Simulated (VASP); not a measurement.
## ZrSe2: equation of state with PBE

The system is ZrSe2.

```xyz
3
Lattice="3.7980 0.0000 0.0000 -1.8990 3.2892 0.0000 0.0000 0.0000 6.1920" Properties=species:S:1:pos:R:3 pbc="T T T"
Zr    0.0000    0.0000    0.0000
Se    1.8990    1.0964    4.6440
Se    0.0000    2.1928    1.5480
```

| Item | Value |
| --- | --- |
| Program | VASP 6.6.1 |
| Task | equation of state |
| Functional | PBE |
| Potentials or basis | VASP PAW PBE potentials, release 64 (Zr_sv, Se) |
| Cutoff | 520 eV |
| k mesh | 8 × 8 × 5 |
| Occupations | fermi-dirac, width 0.05 eV |
| Spin | no spin polarisation |

- Equilibrium volume: 26.46 Å³/atom
- Bulk modulus at fixed shape and positions: 75 GPa
- Pressure derivative of the bulk modulus: 4.1

Energy against volume, from the lowest point:
```csv
volume (Å³/atom),energy (meV/atom)
24.237,50.52
24.753,28.68
25.268,13.39
25.784,4.01
26.300,0.00
26.815,0.84
27.331,6.06
```

All runs of the series together: 3.8 min on 1 thread of AMD EPYC 9R45 (Zen 5) (shared host).

Caveat: the cell was scaled at fixed shape and fractional positions, which overstates the stiffness of a crystal with free parameters, most of all of layers and chains; this functional lacks dispersion, which binds the layers, so the pressure and a relaxed spacing across them are unreliable.
